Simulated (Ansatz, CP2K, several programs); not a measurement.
Energy against volume for MgTe (F-43m) from a database structure, at fixed shape and fractional coordinates, computed by several methods (PBE and r2SCAN, where shown, with plane waves in Ansatz); the cell shown is that of r2SCAN. The symmetry is F-43m (No. 216, cubic); a = 6.466 Å in the conventional setting, 33.80 Å³ an atom. Mg is surrounded by 4 Te at 2.80 Å; Te is surrounded by 4 Mg at 2.80 Å. Calculated for a static, non-magnetic cell. Energies count from each curve's lowest point; fits are third-order Birch-Murnaghan.

```
Mg Te
1.0
     0.00000    3.23312    3.23312
     3.23312    0.00000    3.23312
     3.23312    3.23312    0.00000
Mg Te
1 1
Direct
  0.00000 0.00000 0.00000
  0.75000 0.75000 0.75000
```

light PBE (260 eV and a coarse mesh), on the shape of the cell shown:

| V (Å³/atom) | E (meV/atom) |
| --- | --- |
| 31.092 | 40.54 |
| 32.444 | 15.57 |
| 33.796 | 9.48 |
| 35.148 | 0.00 |
| 36.500 | 19.47 |
| 37.852 | 47.84 |

The points scatter about the fit by more than 0.3 meV an atom, since at so low a cutoff the number of plane waves jumps with the volume, so no fit is quoted.

PBE/DZVP (CP2K), on the shape of the cell shown:
```csv
V (Å³/atom),E (meV/atom)
29.740,126.60
31.768,48.92
33.796,6.95
35.824,0.00
37.852,15.13
```
The points scatter about the fit by more than 0.3 meV an atom, so no fit is quoted.

**Question.** r2SCAN, on the shape of its own relaxed cell, gives

| V (Å³/atom) | E (meV/atom) |
| --- | --- |
| 31.768 | 15.70 |
| 32.782 | 3.69 |
| 33.796 | 0.00 |
| 34.810 | 3.42 |
| 35.824 | 12.97 |

What equilibrium volume and bulk modulus follow?

**Answer.** V₀ = 33.79 Å³ an atom and B₀ = 37 GPa.

**Question.** PBE, on the shape of its own relaxed cell, gives
```
V (Å³/atom)  E (meV/atom)
     32.413         14.54
     33.448          3.42
     34.482          0.00
     35.517          3.16
     36.551         11.96
```
What equilibrium volume and bulk modulus follow?

**Answer.** V₀ = 34.48 Å³ an atom and B₀ = 34 GPa.

PBE/SZV (CP2K), on the shape of the cell shown:
```
V (Å³/atom)  E (meV/atom)
     29.740        153.59
     31.768         69.23
     33.796         19.00
     35.824          0.00
     37.852          0.63
```
The points scatter about the fit by more than 0.3 meV an atom, so no fit is quoted.
